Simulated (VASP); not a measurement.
Ge:

```
CELL_PARAMETERS angstrom
-2.57449 2.57449 1.39741
2.57449 -2.57449 1.39741
2.57449 2.57449 -1.39741
ATOMIC_POSITIONS crystal
Ge 0.50000 0.50000 0.00000
Ge 0.25000 0.75000 0.50000
```

This isn't the form of Ge at room conditions, which is diamond.

| Quantity | Value |
| --- | --- |
| Program | VASP 6.6.1 |
| Task | single point |
| Functional | PBE |
| Potentials or basis | VASP PAW PBE potentials, release 64 (Ge_d) |
| Cutoff | 520 eV |
| k mesh | 11 × 11 × 11 |
| Occupations | fermi-dirac, width 0.05 eV |
| Spin | no spin polarisation |

On this cell: pressure 3.2 GPa; largest force under 0.003 eV/Å; band gap on the k mesh none (metal or under the smearing width).

The same run follows on a disturbed copy (atoms moved at random, drawn with an rms of 0.05 Å):

```
Ge
1.0
    -2.57449    2.57449    1.39741
     2.57449   -2.57449    1.39741
     2.57449    2.57449   -1.39741
Ge
2
Direct
  0.47893 0.47435 0.99328
  0.24504 0.74252 0.50691
```

Task: What does the disturbed cell give?

Result: The energy (extrapolated to zero smearing) moves by +2.6 meV/atom; pressure 3.3 GPa; largest force 0.197 eV/Å; band gap on the k mesh none (metal or under the smearing width).

Forces on the atoms (eV/Å):
```
Ge   0.165  0.106  0.021
Ge  -0.165 -0.106 -0.021
```

Stress tensor (GPa, compression positive):
```
 3.81 -0.03  0.33
-0.03  2.98 -0.21
 0.33 -0.21  3.02
```
